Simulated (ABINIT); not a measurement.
The system is Ge.

```
Ge
1.0
     0.00000    2.82891    2.82891
     2.82891    0.00000    2.82891
     2.82891    2.82891    0.00000
Ge
2
Direct
  0.75000 0.75000 0.75000
  0.50000 0.50000 0.50000
```

```yaml
Program: ABINIT 10.8.3 (patched build)
Task: relaxation of cell and atoms
Functional: PBE
Potentials_or_basis: PseudoDojo NC SR PBE v0.4.1 standard
Cutoff: 1088 eV
k_mesh: 6 × 6 × 6
Occupations: fermi-dirac, width 0.05 eV
Spin: no spin polarisation
```

At the start: pressure 3.8 GPa; volume 22.64 Å³/atom.

Task: How do energy, volume and symmetry change on relaxing?

Result: Over 4 steps the energy falls by 15.6 meV/atom and the volume is 24.00 Å³/atom (+6.0 %); space group Fd-3m (No. 227, to 0.05 Å).

The path:
```csv
step,energy change (eV),largest force (eV/Å),pressure (GPa),volume (Å³)
1,0.0000,0.0000,3.81,45.28
2,-0.0113,0.0000,3.02,45.81
3,-0.0311,0.0000,0.02,47.99
4,-0.0311,0.0000,0.00,48.00
```

Final structure:
```cif
data_structure
_symmetry_space_group_name_H-M 'P 1'
_symmetry_Int_Tables_number 1
_cell_length_a 4.0793
_cell_length_b 4.0793
_cell_length_c 4.0793
_cell_angle_alpha 60.000
_cell_angle_beta 60.000
_cell_angle_gamma 60.000
_cell_volume 48.00
loop_
_atom_site_label
_atom_site_type_symbol
_atom_site_fract_x
_atom_site_fract_y
_atom_site_fract_z
_atom_site_occupancy
Ge1 Ge 0.75000 0.75000 0.75000 1
Ge2 Ge 0.50000 0.50000 0.50000 1
```

The cell as given is a measured one (22.64 Å³/atom); PBE puts the equilibrium volume +6.0 % from it, thermal expansion not counted.
